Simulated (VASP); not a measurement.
# C (C2/m) in VASP: a series of runs, part 2 of 3

VASP 6.6.1. The steps go on from the part before.

### 3 Single point, PBE0(alpha)

POSCAR reads:

```
C
1.0
    2.1273203072     -1.2282824400      0.0000000000
    2.1273203072      1.2282824400      0.0000000000
   -1.3790696309      0.0000000000      3.5028300786
C
2
Direct
    0.1666444700      0.1666444700      0.9999069600
    0.8333555300      0.8333555300      0.0000930400
```

INCAR.step1 reads:

```
SYSTEM = C
PREC = Accurate ; ENCUT = 520
EDIFF = 1E-5 ; ISMEAR = -1
SIGMA = 0.05 ; LREAL = .False.
LASPH = .True. ; NELM = 80
ALGO = Normal ; ISIF = 2
LWAVE = .True. ; LCHARG = .False.
NBANDS = 11 ; GGA = PE
```

INCAR.step2 reads:

```
SYSTEM = C
PREC = Accurate ; ENCUT = 520
EDIFF = 1E-7 ; ISMEAR = -1
SIGMA = 0.05 ; LREAL = .False.
LASPH = .True. ; NELM = 80
ALGO = Normal ; ISIF = 2
LWAVE = .False. ; LCHARG = .False.
GGA = PE ; LHFCALC = .True.
AEXX = 0.05 ; PRECFOCK = Fast
HFRCUT = -1 ; NBANDS = 11
ISTART = 1
```

KPOINTS reads:

```
Automatic mesh
0
Gamma
  7 7 4
  0 0 0
```

Potentials or basis: VASP PAW PBE potentials, release 64 (C).

On the command line:

```console
> cat potpaw_PBE.64/C/POTCAR > POTCAR
> cp INCAR.step1 INCAR
> mpirun -np 1 vasp_std > vasp.out
> cp INCAR.step2 INCAR
> mpirun -np 1 vasp_std > vasp.out
```

OUTCAR:

```text
SYSTEM = C
   PREC = Accurate
   ENCUT = 520
   EDIFF = 1E-7
   ISMEAR = -1
   LREAL = .False.
   LASPH = .True.
   NELM = 80
   ISIF = 2
   GGA = PE
   LHFCALC = .True.
   AEXX = 0.05
   PRECFOCK = Fast
   ISTART = 1

 ion  position               nearest neighbor table
   1  0.167  0.167  1.000-   2 1.42   2 1.42   2 1.42
   2  0.833  0.833  0.000-   1 1.42   1 1.42   1 1.42

  LATTYP: Found a base centered monoclinic cell.
 ALAT       =     4.2546406144
 B/A-ratio  =     0.5773848141
 C/A-ratio  =     0.8848045598
 COS(beta)  =    -0.3663329314

  Lattice vectors:

 A1 = (   2.1273203072,  -1.2282824400,   0.0000000000)
 A2 = (   2.1273203072,   1.2282824400,   0.0000000000)
 A3 = (  -1.3790696309,   0.0000000000,   3.5028300786)

Analysis of symmetry for initial positions (statically):
=====================================================================
 Subroutine PRICEL returns:
 Original cell was already a primitive cell.

 Routine SETGRP: Setting up the symmetry group for a
 base centered monoclinic supercell.

 Subroutine GETGRP returns: Found  4 space group operations
 (whereof  4 operations were pure point group operations)
 out of a pool of  4 trial point group operations.

The static configuration has the point symmetry C_2h.

Analysis of symmetry for dynamics (positions and initial velocities):
=====================================================================
 Subroutine PRICEL returns:
 Original cell was already a primitive cell.

 Routine SETGRP: Setting up the symmetry group for a
 base centered monoclinic supercell.

 Subroutine GETGRP returns: Found  4 space group operations
 (whereof  4 operations were pure point group operations)
 out of a pool of  4 trial point group operations.

The dynamic configuration has the point symmetry C_2h.

 Subroutine INISYM returns: Found  4 space group operations
 (whereof  4 operations are pure point group operations),
 and found     1 'primitive' translations

----------------------------------------------------------------------------------------

                                     Primitive cell

  volume of cell :      18.3054

  direct lattice vectors                    reciprocal lattice vectors
     2.127320307 -1.228282440  0.000000000     0.235037478 -0.407072497  0.092534619
     2.127320307  1.228282440  0.000000000     0.235037478  0.407072497  0.092534619
    -1.379069631  0.000000000  3.502830079     0.000000000  0.000000000  0.285483446

  length of vectors
     2.456454649  2.456454649  3.764525416     0.479075453  0.479075453  0.285483446

  position of ions in fractional coordinates (direct lattice)
     0.166644470  0.166644470  0.999906960
     0.833355530  0.833355530  0.000093040

  ion indices of the primitive-cell ions
   primitive index   ion index
                 1           1
                 2           2

[... 53 lines left out ...]
   k-points           NKPTS =     60   k-points in BZ     NKDIM =    196   number of bands    NBANDS=     11
   number of dos      NEDOS =    301   number of ions     NIONS =      2
   total plane-waves  NPLWV =   9072
   dimension x,y,z NGX =    18 NGY =   18 NGZ =   28
   dimension x,y,z NGXF=    36 NGYF=   36 NGZF=   56
   ions per type =               2
   NGX,Y,Z   is equivalent  to a cutoff of  12.18, 12.18, 12.37 a.u.
   NGXF,Y,Z  is equivalent  to a cutoff of  24.36, 24.36, 24.73 a.u.
 SYSTEM =  C
   PREC   = accura    normal or accurate (medium, high low for compatibility)
   ISTART =      1    job   : 0-new  1-cont  2-samecut
   ICHARG =      0    charge: 1-file 2-atom 10-const
   ISPIN  =      1    spin polarized calculation?
   LNONCOLLINEAR =      F non collinear calculations
   LSORBIT =      F    spin-orbit coupling
   LASPH  =      T    aspherical Exc in radial PAW
   ENCUT  =  520.0 eV  38.22 Ry    6.18 a.u.   4.57  4.57  7.00*2*pi/ulx,y,z
   NELM   =     80;   NELMIN=  2; NELMDL=  0     # of ELM steps
   EDIFF  = 0.1E-06   stopping-criterion for ELM
   LREAL  =      F    real-space projection
   EDIFFG = 0.1E-05   stopping-criterion for IOM
   NSW    =      0    number of steps for IOM
   IBRION =     -1    ionic relax: 0-MD 1-quasi-New 2-CG
   NFREE  =      0    steps in history (QN), initial steepest desc. (CG)
   ISIF   =      2    stress and relaxation
   ISYM   =      3    0-nonsym 1-usesym 2-fastsym
   POTIM  = 0.5000    time-step for ionic-motion
   TEBEG  =    0.0;   TEEND  =   0.0 temperature during run
   PSTRESS=    0.0 pullay stress
   NELECT =       8.0000    total number of electrons
   NUPDOWN=      -1.0000    fix difference up-down
   EMIN   =  10.00;   EMAX   =-10.00  energy-range for DOS
   EFERMI =   0.00;   METHOD = LEGACY
   ISMEAR =    -1;   SIGMA  =   0.05  broadening in eV -4-tet -1-fermi 0-gaus
   EFERMI_NEDOS =   21; number of points for ismear=-14 and -15
   IALGO  =     38    algorithm
   IMIX   =      1    mixing-type and parameters
     AMIX     =   0.40;   BMIX     =  1.00
     AMIX_MAG =   1.60;   BMIX_MAG =  1.00
  volume/ion in A,a.u.               =       9.15        61.77
  Fermi-wavevector in a.u.,A,eV,Ry     =   1.242352  2.347705 20.999765  1.543439
  Thomas-Fermi vector in A             =   2.376710
   LORBIT       =      0    0 simple, 1 ext, 2 COOP (PROOUT), +10 PAW based schemes
   GGA     = PE    functional components
   LHFCALC =     T    Hartree Fock is set to
   PRECFOCK=fast      Normal, Fast or Accurate (Low or Medium for compatibility)
   ENCUT4O =  -1.0   cutoff for four orbital integrals eV
   NKREDX  =     1    reduce k-point grid by
   NKREDY  =     1    reduce k-point grid by
   NKREDZ  =     1    reduce k-point grid by
   AEXX    =    0.0500 exact exchange contribution
   HFSCREEN=    0.0000 screening length (either q_TF or 0.3 A-1)
   HFSCREENC=   0.0000 screening length for correlation (either q_TF or 0.3 A-1)
   ENCUTFOCK=  -1.0 apply spherical cutoff to Coloumb kernel
   IVDW    =     0    specifies the selected vdW correction
   LEPSILON=     F    determine dielectric tensor
   LRPA    =     F    only Hartree local field effects (RPA)
 non-spin polarized calculation
  energy-cutoff  :      520.00
  volume of cell :       18.31
 maximum number of plane-waves:       504
 NGX is ok and might be reduce to    18
  NGX = 10; NGY = 10; NGZ = 16

 number of electron       8.0000000 magnetization

 Free energy of the ion-electron system (eV)
  ---------------------------------------------------
  ext. energy  EPLUGINS =         0.00000000
  ---------------------------------------------------
  free energy    TOTEN  =       -19.19989493 eV

  energy without entropy =      -19.19989493  energy(sigma->0) =      -19.19989493

 E-fermi :   4.3438     XC(G=0):  -9.6227

 val. band max:        3.2157150101   @ k =  -0.2857   0.2857   0.0000
 cond. band min:       5.7483646944   @ k =  -0.2857   0.4286   0.2500
 fundamental gap:      2.5326496843
 Fermi energy:         4.3438079579

 k-point     1 :       0.0000    0.0000    0.0000
  band No.  band energies     occupation
      1     -15.9318      2.00000
      2      -2.8069      2.00000
      3       1.0819      2.00000
      4       1.0854      2.00000
      5       8.4168      0.00000
      6      13.0466      0.00000
      7      13.0490      0.00000
      8      16.2838      0.00000
      9      17.5483      0.00000
     10      27.4567      0.00000
     11      28.8881      0.00000
[... 309 lines left out ...]
 k-point    24 :       0.1429    0.1429    0.2500
  band No.  band energies     occupation
      1     -15.2751      2.00000
      2      -3.4852      2.00000
      3      -0.7115      2.00000
      4       0.1589      2.00000
      5      12.7539      0.00000
      6      13.1650      0.00000
      7      14.7637      0.00000
      8      14.9960      0.00000
      9      18.3846      0.00000
     10      23.5034      0.00000
     11      28.3257      0.00000

 [... further k-points ...]

------------------------ aborting loop because EDIFF is reached ----------------------------------------

  FORCE on cell =-STRESS in cart. coord.  units (eV):
  Direction    XX          YY          ZZ          XY          YZ          ZX
  --------------------------------------------------------------------------------------
  -------------------------------------------------------------------------------------
  Total        0.3966089      0.3883248      0.2398061      0.0000000      0.0000000     -0.0031867
  in kB       34.7130580     33.9879921     20.9889424      0.0000000      0.0000000     -0.2789191
  external PRESSURE =      29.8966642 kB  Pullay stress =       0.0000000 kB

 VOLUME and BASIS-vectors are now :
 -----------------------------------------------------------------------------
  energy-cutoff  :      520.00
  volume of cell :       18.31
      direct lattice vectors                 reciprocal lattice vectors
     2.127320307 -1.228282440  0.000000000     0.235037478 -0.407072497  0.092534619
     2.127320307  1.228282440  0.000000000     0.235037478  0.407072497  0.092534619
    -1.379069631  0.000000000  3.502830079     0.000000000  0.000000000  0.285483446

 POSITION                                       TOTAL-FORCE (eV/Angst)
 -----------------------------------------------------------------------------------
     -0.66993      0.00000      3.50250        -0.002125      0.000000      0.007828
      3.54550      0.00000      0.00033         0.002125      0.000000     -0.007828
 -----------------------------------------------------------------------------------
    total drift:                               -0.000000      0.000000      0.000000

  FREE ENERGIE OF THE ION-ELECTRON SYSTEM (eV)
  ---------------------------------------------------
  free  energy   TOTEN  =       -19.1998949263 eV

  energy  without entropy=      -19.1998949263  energy(sigma->0) =      -19.19989493
```

Wall time 3.1 min (1 thread of Intel Xeon Platinum 8375C at 2.90GHz (Ice Lake), shared host); peak memory 0.13 GiB.

Results:

| Property | Result |
| --- | --- |
| Free energy | -19.1999 eV |
| Pressure | 3.0 GPa |
| Largest force | 0.008 eV/Å |
| Band gap on the k mesh | 2.53 eV, indirect (least direct gap 2.55 eV) |

Forces in eV/Å, atoms in the order of the input:
```
C   -0.002  0.000  0.008
C    0.002  0.000 -0.008
```

Levels at points of the mesh, in eV from the valence-band top:
```
           k point  band 1  band 2  band 3  band 4  band 5  band 6  band 7  band 8
(0.00, 0.00, 0.00)  -19.15   -6.02   -2.13   -2.13    5.20    9.83    9.83   13.07
(0.00, 0.00, 0.50)  -18.93   -7.62   -2.14   -2.14    9.79    9.80   10.90   13.22
```

Caveat: the k mesh is coarse (spacing up to 0.45 Å⁻¹), so the values aren't converged, least of all with exact exchange; the PAW data sets were made with another functional, which shifts forces and pressure a little; an odd mesh through Γ misses points on the zone boundary, where band edges often lie.

### 4 Single point, PBE0(alpha)

POSCAR is that of step 3.

INCAR.step1 is that of step 3.

INCAR.step2, as its differences from that of step 3:

```diff
@@ -8,3 +8,3 @@
 GGA = PE ; LHFCALC = .True.
-AEXX = 0.05 ; PRECFOCK = Fast
+AEXX = 0.1 ; PRECFOCK = Fast
 HFRCUT = -1 ; NBANDS = 11
```

KPOINTS is that of step 3.

Potentials or basis: VASP PAW PBE potentials, release 64 (C).

On the command line:

```console
> cat potpaw_PBE.64/C/POTCAR > POTCAR
> cp INCAR.step1 INCAR
> mpirun -np 1 vasp_std > vasp.out
> cp INCAR.step2 INCAR
> mpirun -np 1 vasp_std > vasp.out
```

OUTCAR:

```text
SYSTEM = C
   PREC = Accurate
   ENCUT = 520
   EDIFF = 1E-7
   ISMEAR = -1
   LREAL = .False.
   LASPH = .True.
   NELM = 80
   ISIF = 2
   GGA = PE
   LHFCALC = .True.
   AEXX = 0.1
   PRECFOCK = Fast
   ISTART = 1

 ion  position               nearest neighbor table
   1  0.167  0.167  1.000-   2 1.42   2 1.42   2 1.42
   2  0.833  0.833  0.000-   1 1.42   1 1.42   1 1.42

  LATTYP: Found a base centered monoclinic cell.
 ALAT       =     4.2546406144
[... 537 lines left out ...]

------------------------ aborting loop because EDIFF is reached ----------------------------------------

  FORCE on cell =-STRESS in cart. coord.  units (eV):
  Direction    XX          YY          ZZ          XY          YZ          ZX
  --------------------------------------------------------------------------------------
  -------------------------------------------------------------------------------------
  Total        0.2033339      0.1951226      0.2296649      0.0000000      0.0000000     -0.0030893
  in kB       17.7967255     17.0780412     20.1013417      0.0000000      0.0000000     -0.2703887
  external PRESSURE =      18.3253695 kB  Pullay stress =       0.0000000 kB

 VOLUME and BASIS-vectors are now :
 -----------------------------------------------------------------------------
  energy-cutoff  :      520.00
  volume of cell :       18.31
      direct lattice vectors                 reciprocal lattice vectors
     2.127320307 -1.228282440  0.000000000     0.235037478 -0.407072497  0.092534619
     2.127320307  1.228282440  0.000000000     0.235037478  0.407072497  0.092534619
    -1.379069631  0.000000000  3.502830079     0.000000000  0.000000000  0.285483446

 POSITION                                       TOTAL-FORCE (eV/Angst)
 -----------------------------------------------------------------------------------
     -0.66993      0.00000      3.50250        -0.002143      0.000000      0.008718
      3.54550      0.00000      0.00033         0.002143      0.000000     -0.008718
 -----------------------------------------------------------------------------------
    total drift:                               -0.000000      0.000000      0.000000

  FREE ENERGIE OF THE ION-ELECTRON SYSTEM (eV)
  ---------------------------------------------------
  free  energy   TOTEN  =       -19.9569687501 eV

  energy  without entropy=      -19.9569687501  energy(sigma->0) =      -19.95696875
```

Run time: 3.8 min. Hardware: 1 thread of Intel Xeon Platinum 8375C at 2.90GHz (Ice Lake), shared host; peak memory 0.13 GiB.

Results:

```
Free energy            : -19.9570 eV
Pressure               : 1.8 GPa
Largest force          : 0.009 eV/Å
Band gap on the k mesh : 2.76 eV, indirect (least direct gap 2.77 eV)
```

Forces in eV/Å, atoms in the order of the input:
```
C   -0.002  0.000  0.009
C    0.002  0.000 -0.009
```

Stress tensor (GPa, compression positive):
```
 1.78  0.00 -0.03
 0.00  1.71  0.00
-0.03  0.00  2.01
```

Caveat: the k mesh is coarse (spacing up to 0.45 Å⁻¹), so the values aren't converged, least of all with exact exchange; the PAW data sets were made with another functional, which shifts forces and pressure a little; an odd mesh through Γ misses points on the zone boundary, where band edges often lie.

(Continued in part 3 of 3.)
